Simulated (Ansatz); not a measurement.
**PbI2 (P-3m1): converging the G0W0 gap**

How do accuracy and time trade against each other in G0W0 on PbI2 (P-3m1)?

Program: Ansatz 0.2.0. Level of theory: G0W0 on PBE, plane waves, PAW. Results are calculated unless marked as measured.

Report form: the programs' logs are mostly left out.

### 1. Starting point

It takes space group P-3m1 (No. 164, trigonal). The conventional cell has a = 4.555 Å, b = 4.555 Å, c = 6.977 Å, α = 90.00°, β = 90.00°, γ = 120.00°. Pb has 6 I at 3.21 Å nearest. I has 3 Pb at 3.21 Å nearest. Farther neighbours and most contacts between anions are not listed.

The cell and positions come from the Crystallography Open Database and are kept as given unless a step says otherwise. Spin-orbit coupling is left out unless a step names it. The default PAW set here is soft_2. Its files were made with PBE.

### 2. 132 empty bands, screening to 60 eV

Now the one-shot GW correction: screening in the RPA, then the self-energy of the levels asked for.

input.yaml reads:

```yaml
crystal:
  lattice:
    - [4.555, 0.0, 0.0]
    - [-2.2775, 3.9447457142, 0.0]
    - [0.0, 0.0, 6.977]
  atoms:
    - { symbol: Pb, position: [0.0, 0.0, 0.0] }
    - { symbol: I, position: [0.3333333333, 0.6666666667, 0.265] }
    - { symbol: I, position: [0.6666666667, 0.3333333333, 0.735] }
kpoints:
  mp_grid: { grid: [6, 6, 2] }
hamiltonian:
  xc: pbe
scf:
  occupations: { method: fixed }
gw:
  n_empty_bands: 132
  ecut_chi: 60
  qp_bands: [v2, c2]
  qp_kpoints: band_edges
  screening: { model: contour_deformation }
```

Started as:

```sh
ansatz run input.yaml --threads 3 --pin off --max-ram 92160MiB --backend cuda --events-out ev --progress --plain --runs-dir out --devices 1 --max-vram 13GiB  # rebuilt from the run's record
```

It took 14 s on 1 × NVIDIA H100 80GB HBM3 (shared by 6 runs) with 3 threads of AMD EPYC 7R13 (Zen 3), shared host; peak memory 1.2 GiB; 19 s of CPU time.

This step gave:

```
bands summed                                 : 156
RPA ε∞ on this mesh (eigenvalues)            : 4.663, 6.285, 6.285
plane waves in the screening matrix          : 135
q-points in the mesh                         : 72
G0W0 gap on the mesh                         : 2.994 eV
k of the valence top                         : 0, 0, -0.5
k of the conduction bottom                   : 0, 0, -0.5
starting gap on the mesh                     : 2.215 eV
Z at the valence top                         : 0.7710
Z at the conduction bottom                   : 0.7998
least direct G0W0 gap on the computed points : 2.994 eV
```

The gap on the mesh goes from 2.22 eV to 2.99 eV, a correction of +0.78 eV. Between the two edge states, bare exchange in place of the xc potential would open the gap by 5.46 eV, and correlation takes back 4.69 eV.

### 3. 374 empty bands, screening to 120 eV

Another rung: the empty bands reach about as high as the screening cutoff, so the two stay in balance.

input.yaml, as its differences from that of step 2:

```diff
@@ -16,4 +16,4 @@
 gw:
-  n_empty_bands: 132
-  ecut_chi: 60
+  n_empty_bands: 374
+  ecut_chi: 120
   qp_bands: [v2, c2]
```

Wall time 35 s (1 × NVIDIA H100 80GB HBM3 (shared by 6 runs) with 3 threads); peak memory 1.6 GiB; 61 s of CPU time.

This step gave:

```yaml
bands_summed: 398
rpa_eps_infinity_on_this_mesh_eigenvalues: 4.657, 6.265, 6.265
plane_waves_in_the_screening_matrix: 379
q_points_in_the_mesh: 72
g0w0_gap_on_the_mesh: 3.137 eV
k_of_the_valence_top: 0, 0, -0.5
k_of_the_conduction_bottom: 0, 0, -0.5
starting_gap_on_the_mesh: 2.215 eV
z_at_the_valence_top: 0.7673
z_at_the_conduction_bottom: 0.7985
least_direct_g0w0_gap_on_the_computed_points: 3.137 eV
```

Against the run with 6×6×2 mesh, 132 empty bands, screening to 60 eV, the gap moves by +0.14 eV.

### 4. 805 empty bands, screening to 200 eV

input.yaml, as its differences from that of step 3:

```diff
@@ -16,4 +16,4 @@
 gw:
-  n_empty_bands: 374
-  ecut_chi: 120
+  n_empty_bands: 805
+  ecut_chi: 200.0
   qp_bands: [v2, c2]
```

The job ended after 95 s (1 × NVIDIA H100 80GB HBM3 (shared by 6 runs) with 3 threads; peak memory 3 GiB; 2.8 min of CPU time).

Numbers from this step:

| Item | Value |
| --- | --- |
| bands summed | 829 |
| RPA ε∞ on this mesh (eigenvalues) | 4.655, 6.261, 6.261 |
| plane waves in the screening matrix | 797 |
| G0W0 gap on the mesh | 3.220 eV |
| k of the valence top | 0, 0, -0.5 |
| k of the conduction bottom | 0, 0, -0.5 |
| starting gap on the mesh | 2.215 eV |
| least direct G0W0 gap on the computed points | 3.220 eV |

Against the run with 6×6×2 mesh, 374 empty bands, screening to 120 eV, the gap moves by +0.08 eV.

### 5. Changing the frequency model: 6×6×2 mesh, 374 empty bands, screening to 120 eV, plasmon pole

A plasmon pole stands in for the full frequency dependence of the screening; this run shows what that costs in accuracy. Bands and cutoff differ from the step before, so it is read against an earlier run that matches them.

input.yaml, as its differences from that of step 4:

```diff
@@ -16,6 +16,6 @@
 gw:
-  n_empty_bands: 805
-  ecut_chi: 200.0
+  n_empty_bands: 374
+  ecut_chi: 120
   qp_bands: [v2, c2]
   qp_kpoints: band_edges
-  screening: { model: contour_deformation }
+  screening: { model: godby_needs }
```

It took 38 s on 1 × NVIDIA H100 80GB HBM3 (shared by 6 runs) with 3 threads; peak memory 2.3 GiB; 79 s of CPU time.

Numbers from this step:

```yaml
bands_summed: 398
plasmon_pole_fit_frequency: 22.98 eV
rpa_eps_infinity_on_this_mesh_eigenvalues: 4.657, 6.265, 6.265
plane_waves_in_the_screening_matrix: 379
g0w0_gap_on_the_mesh: 3.100 eV
k_of_the_valence_top: 0, 0, -0.5
k_of_the_conduction_bottom: 0, 0, -0.5
starting_gap_on_the_mesh: 2.215 eV
least_direct_g0w0_gap_on_the_computed_points: 3.100 eV
```

Against the run with 6×6×2 mesh, 374 empty bands, screening to 120 eV, the gap moves by −0.04 eV.

### 6. Changing the files: 6×6×2 mesh, 374 empty bands, screening to 120 eV, hard PAW files

Other atomic data (hard PAW) test the pseudisation: the cutoff goes from 420 to 580 eV and the valence electrons from 48 to 56, which opens shells that were frozen.

input.yaml, as its differences from that of step 5:

```diff
@@ -13,2 +13,3 @@
   xc: pbe
+  pseudopotentials: { kind: paw, source: ansatz }
 scf:
@@ -20,2 +21,2 @@
   qp_kpoints: band_edges
-  screening: { model: godby_needs }
+  screening: { model: contour_deformation }
```

The job ended after 61 s (1 × NVIDIA H100 80GB HBM3 (shared by 6 runs) with 3 threads; peak memory 1.8 GiB).

This step gave:

| Property | Result |
| --- | --- |
| bands summed | 402 |
| RPA ε∞ on this mesh (eigenvalues) | 4.657, 6.261, 6.261 |
| plane waves in the screening matrix | 379 |
| G0W0 gap on the mesh | 3.122 eV |
| k of the valence top | 0, 0, -0.5 |
| k of the conduction bottom | 0, 0, -0.5 |
| starting gap on the mesh | 2.218 eV |
| least direct G0W0 gap on the computed points | 3.122 eV |

Against the run with 6×6×2 mesh, 374 empty bands, screening to 120 eV, the gap moves by −0.015 eV.

### 7. Convergence and cost

Times are wall times on 1 × NVIDIA H100 80GB HBM3 (shared by 6 runs) with 3 threads of AMD EPYC 7R13 (Zen 3), shared host, good to a factor of about two.

```csv
mesh,files,frequency,bands summed,cutoff (eV),start (eV),G0W0 (eV),time,host memory (GiB)
6×6×2,default PAW,contour deformation,156,60,2.215,2.994,14 s,1.2
6×6×2,default PAW,contour deformation,398,120,2.215,3.137,35 s,1.6
6×6×2,default PAW,contour deformation,829,200,2.215,3.220,95 s,3.0
6×6×2,default PAW,plasmon pole,398,120,2.215,3.100,38 s,2.3
6×6×2,hard PAW,contour deformation,402,120,2.218,3.122,61 s,1.8
```

How the two edges are built up, in eV (the quasiparticle level is the starting level plus Σx plus Σc less Vxc):

```csv
run,edge,start,Σx,Σc,Vxc,Z,QP
156 bands,valence top,5.16,-17.25,1.54,-15.35,0.77,4.79
156 bands,conduction bottom,7.38,-7.43,-3.15,-10.99,0.80,7.78
398 bands,valence top,5.16,-17.25,1.15,-15.35,0.77,4.40
398 bands,conduction bottom,7.38,-7.43,-3.40,-10.99,0.80,7.54
829 bands,valence top,5.16,-17.25,0.96,-15.35,0.77,4.21
829 bands,conduction bottom,7.38,-7.43,-3.50,-10.99,0.80,7.43
```

### 8. Outcome

```yaml
156_bands_60_ev: 2.994 eV
398_bands_120_ev: 3.137 eV
829_bands_200_ev: 3.220 eV
estimated_limit_in_bands_and_cutoff: 3.30 eV
mesh_and_start: 6×6×2, PBE
```

In words: A line in one over the bands through the two highest rungs gives 3.30 eV, +0.08 eV from the top rung; the pair below gives 3.23 eV, so the estimate is still climbing. The rungs stand 0.30 eV (156 bands), 0.16 eV (398 bands) and 0.08 eV (829 bands) from it. From 156 to 829 bands the gap moves by +0.23 eV while the time grows 6.9-fold. Σc changes by −0.58 eV at the valence top and −0.35 eV at the conduction bottom, so the levels themselves move more than the gap between them. The plasmon-pole model gives −0.04 eV against contour deformation, 4 % of the correction, and saved no time in this program. Hard PAW files move the gap by −0.01 eV at equal bands and cutoff, +0.003 eV of it in the start. The cheapest rung within 0.1 eV of this estimate is that with 829 bands (95 s). The 6×6×2 mesh is coarse for this cell (its supercell is 14 Å along the shortest edge). The RPA ε∞ on it, from the PBE start, is 4.66 and 6.26; such meshes misread the long-range screening, most where the gap is narrow. Where an edge is built on 6p states of lead, bismuth or thallium, scalar-relativistic gaps usually stand too wide, by a few tenths to over one eV. The many-body steps are scalar-relativistic: spin-orbit coupling is not in them.

[Paths, hosts, dates, memory and timing lines, banners, echoed tables and standing remarks are left out of the program output.]

[Logs are printed without paths, hosts, clocks, repeated set-up lines and the standing remarks that a program may print on its own settings, such as how far it seeks lower states.]

[Runs of the session that timed out or met a known fault of the program may be left out.]

[Cells called generated may have been cut or substituted from an entry of the Crystallography Open Database or the Materials Project.]

[Hosts, paths, dates, database ids (printed as entryN), source tags and the programs' standing remarks are cut or masked in the printed files.]
